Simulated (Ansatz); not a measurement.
# CuO (Pm-3m) in Ansatz: further runs

One crystal, CuO, is run at these levels: PBE, PBEsol, LDA; tasks: relaxation of cell and atoms, single point.

All numbers are computed with Ansatz 0.2.0; they aren't measurements. Logs are shortened: lines on timing, memory, paths and dates and some standing lists are left out, and cuts for length are marked.

**1. Starting point**

The structure is cubic, space group Pm-3m (No. 221). The conventional cell has a = 2.553 Å, b = 2.553 Å, c = 2.553 Å, α = 90.00°, β = 90.00°, γ = 90.00°. Cu (site symmetry m-3m) has 8 O at 2.21 Å as nearest neighbours. O (site symmetry m-3m) has 8 Cu at 2.21 Å as nearest neighbours.

Measurements of this composition are mostly on another form, of space group No. 15.

**2. Relaxation of cell and atoms, PBE**

File input.yaml:

```yaml
crystal:
  lattice:
    - [2.55255061, 0.0, 0.0]
    - [0.0, 2.55255061, 0.0]
    - [0.0, 0.0, 2.55255061]
  atoms:
    - { symbol: Cu, position: [0.0, 0.0, 0.0] }
    - { symbol: O, position: [0.5, 0.5, 0.5] }
kpoints:
  mp_grid: { grid: [8, 8, 8] }
scf:
  occupations: { method: fermi_dirac, width: 0.05 }
hamiltonian:
  xc: pbe
  pseudopotentials: { kind: all_electron, lapw: { basis_error: 0.002 } }
output:
  forces: true
  stress: true
relax:
  f_tol: 0.005
  max_steps: 60
  cell: {}
```

Potentials or basis: all-electron LAPW, scalar-relativistic.

The run is started by

```
> ansatz run input.yaml --threads 1 --pin off --max-ram 3072MiB --backend cpu --events-out ev --progress --plain --runs-dir out
```

What it wrote:

```text
Warning: RAYON_NUM_THREADS=1 ignored (pool sized by the plan → 1); use --threads N
The last accepted step is kept in <dir> (removed where the run ends without a failure and the disk answers)
LAPW: plane waves up to 9.318 Å⁻¹, error target 2.0e-3 eV per atom; small_component_spin mean_spin; O in spheres of 0.967 Å, 8 of its electrons in bands, Dirac shells []; Cu in spheres of 1.177 Å, 19 of its electrons in bands, Dirac shells [] (how accurate: hamiltonian.pseudopotentials.lapw.basis_error, Limitations)
Engine: ansatz 0.2.0, x86_64-unknown-linux-gnu
Pseudopotentials: kind: all_electron
Pseudopotential: Cu, LAPW, valence charge 19, lapw/all_electron/scalar/gaussian/Cu, Koelling and Harmon's equation, gaussian nucleus
Pseudopotential: O, LAPW, valence charge 8, lapw/all_electron/scalar/gaussian/O, Koelling and Harmon's equation, gaussian nucleus
Functional definition: PBE
  parameter kappa = 0.804
  parameter beta = 0.06672455060314922
  exchange = pbe_x(kappa = kappa, mu = beta*pi^2/3)
  correlation = pbe_c(beta = beta)
Crystal: 2 atoms, lattice volume = 16.631 Å³
Basis set: ecut = 330.7916474474304 eV, 251 PW (Γ), exchange–correlation at level 2
Bands: 18, of which v1, the nominal top of the filled ones, is band 14 counted from 1 (13 counted from 0)
Symmetry: 48 space group operations
Space group: Pm-3m (ITA 221), of the structure as read, at distance tolerance 2.6e-5 Å
k-points: 35 of 512
Non-local potential: Cu, projectors of the file, none
Non-local potential: O, projectors of the file, none
Initial density: superposition of atomic densities (chi_scale 0.1, normalization cell, long waves kept (reshape's long-wave potential 0.00 eV rms))
Initial wavefunctions: plane waves of lowest kinetic energy (no species holds an atomic orbital)
Functional: x = pbe(κ = 0.804, μ = 0.2195149727645171), c = pbe(β = 0.06672455060314922)
iter 1 solved again at ethr=1.99e-2 eV; its pass at ethr=1.00e-1 eV (dr2=5.38e0 eV) is discarded
SCF iter   1: F=—  HF=-47082.976286 eV  |F-HF|=—  |Δ(HF+E_count)|=         —  Δρ=1.62e-1  dr2=5.38e0  ethr=1.99e-2  ⟨swp⟩=2.0  Hψ=4141  notcnv=0
preconditioner: auto → none  [metal: Δε(μ)=0.024 eV  Ē_g=15.503 eV  σ=0.050 eV  W_gap=0.12  n_scr=6 (ndim 8)  ℏωp=37.5 eV  f_vac=0.000  D(μ)=5.57/eV (n_scr^D=146)  sad-step TF]
SCF iter   2: F=—  HF=-47084.166372 eV  |F-HF|=—  |Δ(HF+E_count)|=    1.19e0  Δρ=9.90e-2  dr2=1.69e0  ethr=1.99e-2  ⟨swp⟩=2.6  Hψ=1887  notcnv=0
iter 3 solved again at ethr=4.46e-5 eV; its pass at ethr=6.27e-3 eV (dr2=1.20e-2 eV) is discarded
SCF iter   3: F=—  HF=-47080.167602 eV  |F-HF|=—  |Δ(HF+E_count)|=    4.00e0  Δρ=1.39e-2  dr2=1.21e-2  ethr=4.46e-5  ⟨swp⟩=2.3  Hψ=3257  notcnv=0
SCF iter   4: F=—  HF=-47079.985385 eV  |F-HF|=—  |Δ(HF+E_count)|=   1.82e-1  Δρ=1.46e-2  dr2=4.70e-2  ethr=4.46e-5  ⟨swp⟩=3.0  Hψ=2099  notcnv=0
SCF iter   5: F=—  HF=-47079.979110 eV  |F-HF|=—  |Δ(HF+E_count)|=   6.27e-3  Δρ=6.92e-3  dr2=9.75e-3  ethr=4.46e-5  ⟨swp⟩=2.1  Hψ=1892  notcnv=0
SCF iter   6: F=—  HF=-47079.974927 eV  |F-HF|=—  |Δ(HF+E_count)|=   4.18e-3  Δρ=2.52e-3  dr2=1.28e-3  ethr=3.61e-5  ⟨swp⟩=2.0  Hψ=1750  notcnv=0
SCF iter   7: F=—  HF=-47079.974234 eV  |F-HF|=—  |Δ(HF+E_count)|=   6.94e-4  Δρ=3.25e-4  dr2=2.12e-5  ethr=4.73e-6  ⟨swp⟩=2.0  Hψ=1750  notcnv=0
SCF iter   8: F=-47079.974221 eV  HF=-47079.974221 eV  |F-HF|=5.50e-8  |Δ(HF+E_count)|=   1.23e-5  Δρ=1.41e-5  dr2=2.76e-8  ethr=7.86e-8  ⟨swp⟩=2.0  Hψ=1750  notcnv=0
SCF 1 converged in 8 iterations: F = -47079.974221 eV  dr2 = 2.76e-8
relax step   1: F+E_penalty+E_count = -47079.97422116 eV  Δ(F+E_penalty+E_count) = +0.000e0 eV  max|allowed force component| = 7.601e-31 eV/Å  Δτ_max = 0.0000 Å  P = +20.715 GPa  Ω = 16.631 Å³  (8 SCF iters, accepted)
Crystal: 2 atoms, lattice volume = 17.356 Å³
Basis set: ecut = 321.5162618432077 eV, 251 PW (Γ), exchange–correlation at level 2
Initial density: handed on by an earlier stage of this run
Initial wavefunctions: those handed on with the density
iter 1 solved again at ethr=2.80e-7 eV; its pass at ethr=1.00e-1 eV (dr2=7.57e-5 eV) is discarded
SCF iter   1: F=—  HF=-47080.043970 eV  |F-HF|=—  |Δ(HF+E_count)|=         —  Δρ=9.35e-4  dr2=7.61e-5  ethr=2.80e-7  ⟨swp⟩=4.8  Hψ=3779  notcnv=0
preconditioner: auto → none  [metal: Δε(μ)=0.033 eV  Ē_g=15.320 eV  σ=0.050 eV  W_gap=0.16  n_scr=6 (ndim 8)  ℏωp=36.7 eV  f_vac=0.000  D(μ)=2.62/eV (n_scr^D=32)]
SCF iter   2: F=—  HF=-47080.043805 eV  |F-HF|=—  |Δ(HF+E_count)|=   1.65e-4  Δρ=5.56e-4  dr2=5.11e-5  ethr=2.80e-7  ⟨swp⟩=3.0  Hψ=1915  notcnv=0
SCF iter   3: F=—  HF=-47080.043714 eV  |F-HF|=—  |Δ(HF+E_count)|=   9.07e-5  Δρ=7.49e-4  dr2=1.30e-4  ethr=1.89e-7  ⟨swp⟩=2.9  Hψ=1810  notcnv=0
SCF iter   4: F=—  HF=-47080.043654 eV  |F-HF|=—  |Δ(HF+E_count)|=   6.05e-5  Δρ=2.60e-4  dr2=1.45e-5  ethr=1.89e-7  ⟨swp⟩=2.0  Hψ=1750  notcnv=0
iter 5 solved again at ethr=1.44e-9 eV; its pass at ethr=5.36e-8 eV (dr2=3.88e-7 eV) is discarded
SCF iter   5: F=—  HF=-47080.043648 eV  |F-HF|=—  |Δ(HF+E_count)|=   5.79e-6  Δρ=4.80e-5  dr2=3.88e-7  ethr=1.44e-9  ⟨swp⟩=2.0  Hψ=3010  notcnv=0
SCF iter   6: F=-47080.043648 eV  HF=-47080.043648 eV  |F-HF|=2.90e-9  |Δ(HF+E_count)|=   4.02e-8  Δρ=5.85e-6  dr2=4.80e-9  ethr=1.44e-9  ⟨swp⟩=2.0  Hψ=1751  notcnv=0
SCF 2 converged in 6 iterations: F = -47080.043648 eV  dr2 = 4.80e-9
relax step   2: F+E_penalty+E_count = -47080.04364817 eV  Δ(F+E_penalty+E_count) = -6.943e-2 eV  max|allowed force component| = 3.046e-31 eV/Å  Δτ_max = 0.0000 Å  P = +10.375 GPa  Ω = 17.356 Å³  (6 SCF iters, accepted)
Crystal: 2 atoms, lattice volume = 18.149 Å³
Basis set: ecut = 312.07684814466694 eV, 251 PW (Γ), exchange–correlation at level 2
iter 1 solved again at ethr=2.36e-7 eV; its pass at ethr=1.00e-1 eV (dr2=6.37e-5 eV) is discarded
SCF iter   1: F=—  HF=-47080.072351 eV  |F-HF|=—  |Δ(HF+E_count)|=         —  Δρ=8.28e-4  dr2=6.45e-5  ethr=2.36e-7  ⟨swp⟩=5.1  Hψ=3806  notcnv=0
preconditioner: auto → none  [metal: Δε(μ)=0.031 eV  Ē_g=14.863 eV  σ=0.050 eV  W_gap=0.15  n_scr=6 (ndim 8)  ℏωp=35.9 eV  f_vac=0.000  D(μ)=2.85/eV (n_scr^D=32)]
SCF iter   2: F=—  HF=-47080.072279 eV  |F-HF|=—  |Δ(HF+E_count)|=   7.27e-5  Δρ=7.42e-4  dr2=1.08e-4  ethr=2.36e-7  ⟨swp⟩=3.0  Hψ=1917  notcnv=0
SCF iter   3: F=—  HF=-47080.072138 eV  |F-HF|=—  |Δ(HF+E_count)|=   1.40e-4  Δρ=7.63e-4  dr2=1.46e-4  ethr=2.36e-7  ⟨swp⟩=2.7  Hψ=1799  notcnv=0
SCF iter   4: F=—  HF=-47080.072077 eV  |F-HF|=—  |Δ(HF+E_count)|=   6.11e-5  Δρ=2.67e-4  dr2=1.64e-5  ethr=2.36e-7  ⟨swp⟩=2.0  Hψ=1750  notcnv=0
iter 5 solved again at ethr=1.43e-9 eV; its pass at ethr=6.09e-8 eV (dr2=3.86e-7 eV) is discarded
SCF iter   5: F=—  HF=-47080.072072 eV  |F-HF|=—  |Δ(HF+E_count)|=   5.47e-6  Δρ=4.73e-5  dr2=3.85e-7  ethr=1.43e-9  ⟨swp⟩=2.0  Hψ=3010  notcnv=0
SCF iter   6: F=-47080.072072 eV  HF=-47080.072072 eV  |F-HF|=8.73e-11  |Δ(HF+E_count)|=   9.57e-8  Δρ=5.88e-6  dr2=4.66e-9  ethr=1.43e-9  ⟨swp⟩=2.1  Hψ=1754  notcnv=0
SCF 3 converged in 6 iterations: F = -47080.072072 eV  dr2 = 4.66e-9
relax step   3: F+E_penalty+E_count = -47080.07207193 eV  Δ(F+E_penalty+E_count) = -2.842e-2 eV  max|allowed force component| = 3.554e-31 eV/Å  Δτ_max = 0.0000 Å  P = +1.475 GPa  Ω = 18.149 Å³  (6 SCF iters, accepted)
Crystal: 2 atoms, lattice volume = 18.304 Å³
Basis set: ecut = 310.3210529420685 eV, 251 PW (Γ), exchange–correlation at level 2
iter 1 solved again at ethr=7.32e-9 eV; its pass at ethr=1.00e-1 eV (dr2=1.98e-6 eV) is discarded
SCF iter   1: F=—  HF=-47080.072782 eV  |F-HF|=—  |Δ(HF+E_count)|=         —  Δρ=1.49e-4  dr2=2.25e-6  ethr=7.32e-9  ⟨swp⟩=5.1  Hψ=3844  notcnv=0
preconditioner: auto → none  [metal: Δε(μ)=0.032 eV  Ē_g=14.788 eV  σ=0.050 eV  W_gap=0.16  n_scr=6 (ndim 8)  ℏωp=35.8 eV  f_vac=0.000  D(μ)=2.91/eV (n_scr^D=56)]
SCF iter   2: F=—  HF=-47080.072780 eV  |F-HF|=—  |Δ(HF+E_count)|=   1.95e-6  Δρ=1.60e-4  dr2=5.27e-6  ethr=7.32e-9  ⟨swp⟩=3.0  Hψ=1920  notcnv=0
SCF iter   3: F=—  HF=-47080.072776 eV  |F-HF|=—  |Δ(HF+E_count)|=   3.94e-6  Δρ=1.89e-4  dr2=8.92e-6  ethr=7.32e-9  ⟨swp⟩=3.0  Hψ=1854  notcnv=0
SCF iter   4: F=—  HF=-47080.072773 eV  |F-HF|=—  |Δ(HF+E_count)|=   3.64e-6  Δρ=6.61e-5  dr2=1.10e-6  ethr=7.32e-9  ⟨swp⟩=2.0  Hψ=1750  notcnv=0
iter 5 solved again at ethr=1.28e-10 eV; its pass at ethr=4.08e-9 eV (dr2=3.45e-8 eV) is discarded
SCF iter   5: F=-47080.072772 eV  HF=-47080.072772 eV  |F-HF|=7.83e-8  |Δ(HF+E_count)|=   3.99e-7  Δρ=1.21e-5  dr2=3.45e-8  ethr=1.28e-10  ⟨swp⟩=2.0  Hψ=3010  notcnv=0
SCF 4 converged in 5 iterations: F = -47080.072772 eV  dr2 = 3.45e-8
relax step   4: F+E_penalty+E_count = -47080.07277207 eV  Δ(F+E_penalty+E_count) = -7.001e-4 eV  max|allowed force component| = 4.828e-32 eV/Å  Δτ_max = 0.0000 Å  P = -0.012 GPa  Ω = 18.304 Å³  (5 SCF iters, accepted)
iter 1 solved again at ethr=1.26e-10 eV; its pass at ethr=1.00e-1 eV (dr2=3.40e-8 eV) is discarded
SCF iter   1: F=—  HF=-47080.072775 eV  |F-HF|=—  |Δ(HF+E_count)|=         —  Δρ=1.21e-5  dr2=3.40e-8  ethr=1.26e-10  ⟨swp⟩=3.4  Hψ=2961  notcnv=0
preconditioner: auto → none  [metal: Δε(μ)=0.032 eV  Ē_g=14.791 eV  σ=0.050 eV  W_gap=0.16  n_scr=6 (ndim 8)  ℏωp=35.8 eV  f_vac=0.000  D(μ)=2.91/eV (n_scr^D=56)]
SCF iter   2: F=—  HF=-47080.072774 eV  |F-HF|=—  |Δ(HF+E_count)|=   1.24e-6  Δρ=2.33e-5  dr2=1.20e-7  ethr=1.26e-10  ⟨swp⟩=3.0  Hψ=1892  notcnv=0
iter 3 solved again at ethr=6.83e-12 eV; its pass at ethr=1.26e-10 eV (dr2=1.84e-9 eV) is discarded
SCF iter   3: F=-47080.072774 eV  HF=-47080.072774 eV  |F-HF|=1.53e-9  |Δ(HF+E_count)|=   6.69e-8  Δρ=3.52e-6  dr2=1.84e-9  ethr=6.83e-12  ⟨swp⟩=2.0  Hψ=3010  notcnv=0
SCF 5 converged in 3 iterations: F = -47080.072774 eV  dr2 = 1.84e-9
relax step   5: F+E_penalty+E_count = -47080.07277398 eV  Δ(F+E_penalty+E_count) = -1.906e-6 eV  max|allowed force component| = 2.116e-31 eV/Å  Δτ_max = 0.0000 Å  P = -0.010 GPa  Ω = 18.304 Å³  stress off target by 1.01e-2 GPa  SCF on the basis re-selected at this cell (its energy is not comparable with the rows above)  (3 SCF iters)
basis re-selected at this cell: Δ(F+E_penalty+E_count) = -1.906e-6 eV, ΔP = +0.002 GPa vs the last step (what re-selecting the basis moved, after the strain that the cell walked since its last selection, with what the two solves' SCF thresholds leave and, on support functions, any second-order correction that the steps lacked; it is no measure of the basis error at this ecutwfc). This SCF's stress stands 1.01e-2 GPa from its target on what of the cell is left free (relax.cell.stress_tol is 5.00e-2 GPa) and its largest allowed force component is 2.12e-31 eV/Å (relax.f_tol is 5.00e-3 eV/Å): within both
SCF converged after 3 iterations
Free energy (F): -47080.072774 eV
Harris-Foulkes:  -47080.072774 eV  (|F-HF|=1.53e-9)
Internal energy: -47080.048624 eV  (E = F + TS)
E sigma→0 (E₀):  -47080.060699 eV
Entropy (-TS):   -0.024150 eV (-12.075 meV/atom)
Fermi energy:    13.483758 eV
--- Per-component energies (eV) ---
  E_band       = -1365.420561
  E_kinetic    = 47850.339792
  E_xc         = -2071.583104
  E_electrostatic = -92858.805312  (all electrons and nuclei)
  E_smearing   = -0.024150  (= −TS)
  E_closure    = 0.000000  (closes the sum)
  E_atoms      = -47071.435960  (free atoms, spherical and without spin; not in F)
  Σ components = -47080.072774   (vs F -47080.072774, Δ=0.00e0)
  Basis errors (estimates in eV, not in F): energy 5.6e-4 per atom: plane waves 4.9e-4 (2.7e-4 summed), levels above the bands 1.4e-114, relativity 8.8e-8, radial functions 6.6e-5, core shells 8.4e-11; eigenvalues (radial functions only) 1.5e-5; not estimated: angular momenta, meshes, grids; target (lapw.basis_error) 2.0e-3; muffin-tin radii O 0.999 Å, Cu 1.215 Å
--- Forces (eV/Å), atoms counted from 1 ---
  atom   1  Cu     0.00000000     0.00000000    -0.00000000
  atom   2  O      0.00000000     0.00000000     0.00000000
  max |Σ_I F_I| component: 4.31e-31 eV/Å
--- Stress (GPa, compression-positive) ---
       -0.010116       0.000000      -0.000000
        0.000000      -0.010116      -0.000000
       -0.000000      -0.000000      -0.010116
  P = ⅓ Tr σ = -0.0101 GPa (-0.101 kbar)
--- Relaxed structure (4 steps of the walk, 4 accepted, 1 SCFs on fresh bases) ---
  F+E_penalty+E_count = -47080.07277398 eV   max|allowed force component| = 2.116e-31 eV/Å   (the final SCF, on the basis selected at the relaxed cell)
  cell:  # Å, volume = 18.3037 Å³
    - [2.6353967686957094, -1.125966855507642e-34, 2.407412430484045e-34]
    - [-1.125966855507642e-34, 2.6353967686957094, -1.925929944387236e-34]
    - [3.691365726742202e-34, -1.925929944387236e-34, 2.6353967686957094]
  atoms:
    - { symbol: Cu, position: [2.7252410163965186e-48, 1.1789249256471577e-36, -2.2338041118004253e-49] }
    - { symbol: O, position: [0.5, 0.5, 0.5] }
```

Run time: 33 s. Hardware: 1 thread of Intel Xeon at 2.50GHz (Skylake/Cascade Lake), shared host; peak memory 0.3 GiB.

What came out:

| Item | Value |
| --- | --- |
| Free energy | -47080.0728 eV |
| Relaxed volume | 9.15 Å³/atom |
| Relaxed cell | a = 2.635 Å, b = 2.635 Å, c = 2.635 Å, α = 90.00°, β = 90.00°, γ = 90.00° |
| Space group after relaxing (to 0.05 Å) | Pm-3m (No. 221) |
| Energy gained by relaxing | 49.3 meV/atom |
| Ionic steps | 5 |
| Pressure after relaxing | 0.0 GPa |

Step by step:
| step | energy change (eV) | largest force (eV/Å) | volume (Å³) |
| --- | --- | --- | --- |
| 1 | 0.0000 | 0.0000 | 16.63 |
| 2 | -0.0694 | 0.0000 | 17.36 |
| 3 | -0.0979 | 0.0000 | 18.15 |
| 4 | -0.0986 | 0.0000 | 18.30 |
| 5 | -0.0986 | 0.0000 | 18.30 |

Final structure:
```
CELL_PARAMETERS angstrom
2.63540 0.00000 0.00000
0.00000 2.63540 0.00000
0.00000 0.00000 2.63540
ATOMIC_POSITIONS crystal
Cu 0.00000 0.00000 0.00000
O 0.50000 0.50000 0.50000
```

Caveat: the k mesh is thin for a metal, which can move the energy by tens of meV per atom; the run has no spin polarisation, though such a crystal can be magnetic.

[end of part 1 of 3]
